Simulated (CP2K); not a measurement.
Runs of CP2K 2026.2 on GaP. Symmetry: R-3m, No. 166, trigonal system. The conventional cell has a = 3.886 Å, b = 3.886 Å, c = 19.292 Å, α = 90.00°, β = 90.00°, γ = 120.00°. Around Ga (site symmetry 3m) lie 3 P at 2.40 Å and 1 Ga at 2.49 Å. Around P (site symmetry 3m) lie 1 P at 2.21 Å and 3 Ga at 2.40 Å. Measurements of this composition are mostly on another form, of space group No. 216.

| level | cutoff of the non-local correlation (Ry) | gap on the mesh (eV) | pressure (GPa) | largest force (eV/Å) |
| --- | --- | --- | --- | --- |
| PBEsol | - | 0.71 | -2.1 | 0.18 |
| MS2 | - | 1.21 | -2.4 | 0.12 |
| PBE | - | 0.82 | 0.4 | 0.06 |
| rev-vdW-DF2 | 150 Ry | 0.78 | -0.4 | (b) |
| BLYP | - | 0.95 | 4.1 | 0.09 |
| LDA | - | 0.69 | (c) | (a) |
| WC | - | 0.70 | -2.0 | 0.19 |

Alike in all rows: task single point; potentials or basis POTENTIAL_UZH Ga GTH-PBE-q13, P GTH-PBE-q5; TZVP-MOLOPT-PBE-GTH basis; no spin polarisation; cell as given; k mesh 8 × 8 × 8; smearing fermi-dirac 0.05 eV.

Q: Estimate the missing entries.

A: (a) 0.28; (b) 0.46; (c) -3.3.

Caveats: the basis of atomic orbitals isn't converged, which shifts pressures, moduli and gaps; the potentials were made for another functional, which shifts forces and pressure (some runs).

A k mesh can miss the band edges, and the runs leave out spin-orbit coupling on Ga.
